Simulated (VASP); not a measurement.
# InP (F-43m) in VASP: notebook, part 3 of 3

VASP 6.6.1. The steps go on from the part before.

## Step 5: Dielectric tensor, PBE

INCAR reads:

```
SYSTEM = InP
PREC = Accurate
ENCUT = 250
EDIFF = 1E-8
ISMEAR = 0
SIGMA = 0.01
LREAL = .False.
LASPH = .True.
NELM = 100
ALGO = Normal
ISIF = 2
LWAVE = .False.
LCHARG = .False.
GGA = PE
LEPSILON = .True.
```

KPOINTS reads:

```
regular mesh
0
Gamma
  5 5 5
  0 0 0
```

POSCAR reads:

```
InP
1.0
    0.0000000000      2.9305000000      2.9305000000
    2.9305000000      0.0000000000      2.9305000000
    2.9305000000      2.9305000000      0.0000000000
In P
1 1
Direct
    0.0000000000      0.0000000000      0.0000000000
    0.7500000000      0.7500000000      0.7500000000
```

Potentials or basis: VASP PAW PBE potentials, release 64 (In_d, P).

The run is started by

```
$ cat potpaw_PBE.64/In_d/POTCAR potpaw_PBE.64/P/POTCAR > POTCAR
$ mpirun -np 1 vasp_std > vasp.out
```

OUTCAR:

```text
SYSTEM = InP
   PREC = Accurate
   ENCUT = 250
   EDIFF = 1E-8
   ISMEAR = 0
   LREAL = .False.
   LASPH = .True.
   NELM = 100
   ISIF = 2
   GGA = PE
   LEPSILON = .True.

 Found     10 irreducible k-points:

 Following reciprocal coordinates:
            Coordinates               Weight
  0.000000  0.000000  0.000000      1.000000
  0.200000  0.000000  0.000000      8.000000
  0.400000  0.000000  0.000000      8.000000
  0.200000  0.200000  0.000000      6.000000
  0.400000  0.200000  0.000000     24.000000
 -0.400000  0.200000  0.000000     24.000000
   k-points           NKPTS =     10   k-points in BZ     NKDIM =     10   number of bands    NBANDS=     13
   number of dos      NEDOS =    301   number of ions     NIONS =      2
   total plane-waves  NPLWV =  13824
   dimension x,y,z NGX =    24 NGY =   24 NGZ =   24
   dimension x,y,z NGXF=    48 NGYF=   48 NGZF=   48
   ions per type =               1   1
   NGX,Y,Z   is equivalent  to a cutoff of   9.63,  9.63,  9.63 a.u.
   NGXF,Y,Z  is equivalent  to a cutoff of  19.25, 19.25, 19.25 a.u.
 SYSTEM =  InP
   PREC   = accura    normal or accurate (medium, high low for compatibility)
   ISTART =      0    job   : 0-new  1-cont  2-samecut
   ICHARG =      2    charge: 1-file 2-atom 10-const
   ISPIN  =      1    spin polarized calculation?
   LNONCOLLINEAR =      F non collinear calculations
   LSORBIT =      F    spin-orbit coupling
   LASPH  =      T    aspherical Exc in radial PAW
   ENCUT  =  250.0 eV  18.37 Ry    4.29 a.u.   5.34  5.34  5.34*2*pi/ulx,y,z
   NELM   =    100;   NELMIN=  2; NELMDL= -5     # of ELM steps
   EDIFF  = 0.1E-07   stopping-criterion for ELM
   LREAL  =      F    real-space projection
   EDIFFG = 0.1E-06   stopping-criterion for IOM
   NSW    =      0    number of steps for IOM
   IBRION =     -1    ionic relax: 0-MD 1-quasi-New 2-CG
   NFREE  =      0    steps in history (QN), initial steepest desc. (CG)
   ISIF   =      2    stress and relaxation
   ISYM   =      2    0-nonsym 1-usesym 2-fastsym
   POTIM  = 0.5000    time-step for ionic-motion
   TEBEG  =    0.0;   TEEND  =   0.0 temperature during run
   PSTRESS=    0.0 pullay stress
   NELECT =      18.0000    total number of electrons
   NUPDOWN=      -1.0000    fix difference up-down
   EMIN   =  10.00;   EMAX   =-10.00  energy-range for DOS
   EFERMI =   0.00;   METHOD = LEGACY
   ISMEAR =     0;   SIGMA  =   0.01  broadening in eV -4-tet -1-fermi 0-gaus
   EFERMI_NEDOS =   21; number of points for ismear=-14 and -15
   IALGO  =     38    algorithm
   IMIX   =      4    mixing-type and parameters
     AMIX     =   0.40;   BMIX     =  1.00
     AMIX_MAG =   1.60;   BMIX_MAG =  1.00
  volume/ion in A,a.u.               =      25.17       169.83
  Fermi-wavevector in a.u.,A,eV,Ry     =   1.162021  2.195901 18.371846  1.350293
  Thomas-Fermi vector in A             =   2.298587
   LORBIT       =      0    0 simple, 1 ext, 2 COOP (PROOUT), +10 PAW based schemes
   GGA     = PE    functional components
   LHFCALC =     F    Hartree Fock is set to
   AEXX    =    0.0000 exact exchange contribution
   IVDW    =     0    specifies the selected vdW correction
   LEPSILON=     T    determine dielectric tensor
   LRPA    =     F    only Hartree local field effects (RPA)
 non-spin polarized calculation
 Gauss-broadening in eV      SIGMA  =   0.01
  energy-cutoff  :      250.00
[... 111 lines left out ...]

 [... further k-points ...]

  FORCE on cell =-STRESS in cart. coord.  units (eV):
  Direction    XX          YY          ZZ          XY          YZ          ZX
  --------------------------------------------------------------------------------------
  -------------------------------------------------------------------------------------
  Total        0.9428135      0.9428135      0.9428135      0.0000000      0.0000000     -0.0000000
  in kB       30.0110507     30.0110507     30.0110507      0.0000000      0.0000000     -0.0000000
  external PRESSURE =      30.0110507 kB  Pullay stress =       0.0000000 kB

 VOLUME and BASIS-vectors are now :
 -----------------------------------------------------------------------------
  energy-cutoff  :      250.00
  volume of cell :       50.33
      direct lattice vectors                 reciprocal lattice vectors
     0.000000000  2.930500000  2.930500000    -0.170619348  0.170619348  0.170619348
     2.930500000  0.000000000  2.930500000     0.170619348 -0.170619348  0.170619348
     2.930500000  2.930500000  0.000000000     0.170619348  0.170619348 -0.170619348

 POSITION                                       TOTAL-FORCE (eV/Angst)
 -----------------------------------------------------------------------------------
      0.00000      0.00000      0.00000        -0.000000      0.000000      0.000000
      4.39575      4.39575      4.39575         0.000000     -0.000000     -0.000000
 -----------------------------------------------------------------------------------
    total drift:                               -0.000002     -0.000002     -0.000002

  FREE ENERGIE OF THE ION-ELECTRON SYSTEM (eV)
  ---------------------------------------------------
  free  energy   TOTEN  =        -8.3415788001 eV

  energy  without entropy=       -8.3415788001  energy(sigma->0) =       -8.34157880

 HEAD OF MICROSCOPIC STATIC DIELECTRIC TENSOR (INDEPENDENT PARTICLE, excluding Hartree and local field effects)
 ------------------------------------------------------
          29.277064     0.000000    -0.000000
           0.000000    29.277064     0.000000
          -0.000000     0.000000    29.277064
 ------------------------------------------------------

 Free energy of the ion-electron system (eV)
  ---------------------------------------------------
  ---------------------------------------------------
  free energy    TOTEN  =        -4.11201760 eV

  energy without entropy =       -4.11201760

------------------------ aborting loop because EDIFF is reached ----------------------------------------

--------------------------------------- Ionic step        2  -------------------------------------------

------------------------ aborting loop because EDIFF is reached ----------------------------------------

--------------------------------------- Ionic step        3  -------------------------------------------

 Free energy of the ion-electron system (eV)
  ---------------------------------------------------
  ---------------------------------------------------
  free energy    TOTEN  =        -4.11201750 eV

  energy without entropy =       -4.11201750

------------------------ aborting loop because EDIFF is reached ----------------------------------------

 PIEZOELECTRIC TENSOR FIELD DIRECTION 3  (e Angst)
 -----------------------------------------------------------------------------
     0.00014  3.50118  0.00000           (  0.00000  0.02484  0.00000)
     3.50118  0.00014  0.00000           (  0.02484  0.00000  0.00000)
     0.00000  0.00000 -0.00135           (  0.00000  0.00000 -0.00000)

 PIEZOELECTRIC TENSOR FIELD DIRECTION 3  (C/m^2)
 -----------------------------------------------------------------------------
     0.00005  1.11447  0.00000
     1.11447  0.00005  0.00000
     0.00000  0.00000 -0.00043

 MACROSCOPIC STATIC DIELECTRIC TENSOR (including local field effects in DFT)
 ------------------------------------------------------
          29.040411     0.000000     0.000000
           0.000000    29.040411     0.000000
          -0.000000     0.000000    29.040411
 ------------------------------------------------------

 PIEZOELECTRIC TENSOR (including local field effects)  for field in x, y, z        (e  Angst)
          XX          YY          ZZ          XY          YZ          ZX
  --------------------------------------------------------------------------------
  x     0.00000    -0.00000     0.00000     0.00000     3.52499     0.00000
  y    -0.00000    -0.00000     0.00000     0.00000     0.00000     3.52499
  z    -0.00000    -0.00000    -0.00000     3.52499    -0.00000    -0.00000

 PIEZOELECTRIC TENSOR (including local field effects)  for field in x, y, z        (C/m^2)
          XX          YY          ZZ          XY          YZ          ZX
  --------------------------------------------------------------------------------
  x     0.00000    -0.00000     0.00000     0.00000     1.12205     0.00000
  y    -0.00000    -0.00000     0.00000     0.00000     0.00000     1.12205
  z    -0.00000    -0.00000    -0.00000     1.12205    -0.00000    -0.00000

 BORN EFFECTIVE CHARGES (including local field effects) (in |e|, cummulative output)
 ---------------------------------------------------------------------------------
 ion    1
    1     3.10946     0.00000     0.00000
    2     0.00000     3.10946     0.00000
    3     0.00000     0.00000     3.10946
 ion    2
    1    -3.10946     0.00000    -0.00000
    2     0.00000    -3.10946     0.00000
    3     0.00000     0.00000    -3.10946
```

It took 30 s on 1 thread of Intel Xeon 6975P-C (Granite Rapids), shared host; peak memory 0.14 GiB.

The run converged, but a check on its numbers failed (symmetry, net force, bounds or a known fault of this set-up), so they aren't taken as properties of the crystal.

Caveat: the cutoff lies under the usual one of these potentials, so the numbers hold a large basis-set error; spin-orbit coupling is left out, which moves the levels of the heavy elements.

## Step 6: The reference run

An earlier run on the cell as given: functional PBEsol; potentials or basis VASP PAW PBE potentials, release 64 (In_d, P); cutoff 520 eV; k mesh 8 × 8 × 8; occupations fermi-dirac, width 0.05 eV; no spin polarisation.

* Pressure: 0.6 GPa
* Band gap on the k mesh: 0.61 eV, direct
